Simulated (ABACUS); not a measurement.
# ZnS in ABACUS: the effect of exact exchange share

Crystal: ZnS.

```
Zn S
1.0
     0.00000    2.70200    2.70200
     2.70200    0.00000    2.70200
     2.70200    2.70200    0.00000
Zn S
1 1
Direct
  0.75000 0.75000 0.75000
  0.00000 0.00000 0.00000
```

Alike in all runs:

```yaml
Program: ABACUS 3.10.1
Task: single point
Potentials_or_basis: SG15 ONCV 1.2 PBE
Cutoff: 1361 eV
Density_cutoff: 5442 eV
Basis: DZP LCAO (the cutoffs set its grid)
k_mesh: 4 × 4 × 4
Occupations: fermi-dirac, width 0.05 eV
Spin: no spin polarisation
```

```csv
exact exchange share,functional,gap on the mesh (eV)
0,PBE,2.23
0.1,PBE0-type (share 0.1),2.99
0.25,PBE0-type (share 0.25),?
0.4,PBE0-type (share 0.4),5.37
```

**Question.** What does the run with exact exchange share 0.25 give?

**Answer.** gap on the mesh 4.17 eV.

Worked out: A straight line through the other rows of the gap on the mesh, of slope 7.87 eV per unit of exact exchange share, gives 4.19 eV, against the run's 4.17.

Caveats: all runs use coarse meshes; the atomic orbitals were generated for these runs and aren't a published set; the basis of atomic orbitals isn't converged, which shifts pressures, moduli and gaps; gaps of hybrids in this basis differ from plane-wave ones by up to 0.1 eV (some runs).

